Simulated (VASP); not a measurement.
## SnO2 under changes of volume

One of the cells (12.841 Å³/atom); the others are scaled copies at fixed shape and fractional positions:

```
Sn O
1.0
     1.61011    0.92960    4.28945
    -1.61011    0.92960    4.28945
     0.00000   -1.85920    4.28945
Sn O
1 2
Direct
  0.50000 0.50000 0.50000
  0.75775 0.75775 0.75775
  0.24225 0.24225 0.24225
```

Measurements of this composition are mostly on another form, of space group No. 136.

* Program: VASP 6.6.1
* Functional: r2SCAN
* Potentials or basis: VASP PAW PBE potentials, release 64 (Sn_d, O)
* Cutoff: 520 eV
* k mesh: 8 × 8 × 8
* Occupations: gaussian, width 0.02 eV
* Spin: no spin polarisation

```csv
volume (Å³/atom),energy over the lowest point (meV/atom),pressure (GPa),gap on the mesh (eV),largest force (eV/Å)
12.327,14.49,8.6,2.66,0.504
12.584,?,?,?,?
12.841,0.00,0.2,2.32,0.006
13.097,2.11,-3.3,2.15,0.211
13.354,9.56,-6.5,1.99,0.410
```

What does the run at 12.584 Å³/atom give?

Energy over the lowest point 3.88 meV/atom; pressure 4.2 GPa; gap on the mesh 2.49 eV; largest force 0.244 eV/Å.

Worked out: A Birch-Murnaghan fit of order 2 (a polynomial in V^(-2/3)) to the other rows has its minimum at 12.88 Å³/atom with B0 = V·E''(V) = 185 GPa at fixed shape and positions, which overstates the stiffness. It gives 3.94 meV/atom at 12.584 Å³/atom, against the run's 3.88, and -dE/dV = 4.4 GPa, against 4.2. A straight line through the other rows of the gap, of slope -8.39 eV per unit of ln V, gives 2.49 eV, against the run's 2.49.

Energies are extrapolated to zero smearing.

Caveats: the PAW data sets were made with another functional, which shifts forces and pressure a little; spin-orbit coupling is left out, which moves the levels of the heavy elements.

A mesh can miss the band edges.
